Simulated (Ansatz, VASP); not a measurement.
# Pt: VASP beside Ansatz

```xyz
1
Lattice="0.0000 1.9231 1.9231 1.9231 0.0000 1.9231 1.9231 1.9231 0.0000" Properties=species:S:1:pos:R:3 pbc="T T T"
Pt    0.0000    0.0000    0.0000
```

Alike in both runs: task single point; functional PBE; k mesh 18 × 18 × 18; occupations gaussian, width 0.1 eV; no spin polarisation.

|  | VASP | Ansatz |
| --- | --- | --- |
| version | VASP 6.6.1 | Ansatz 0.2.0 |
| potentials or method | VASP PAW PBE potentials, release 64 (Pt) | scalar-relativistic, plane waves, PAW |
| plane-wave cutoff (eV) | 520 | 420 |
| valence electrons in the cell | 10 | 18 |

```csv
,VASP,Ansatz,Ansatz less VASP
gap on the k mesh at the Fermi level (eV),none,none,-
pressure (GPa),29.9,30.5,+0.62
```

A gap of «none» marks a metal or a gap that the smearing closes. The two sets of potentials don't hold the same shells in valence.

Caveats: so large a pressure means that the cell lies far from this level's equilibrium, or that cutoff or potentials fall short (VASP). Spin-orbit coupling is left out, which matters for the levels of Pt.
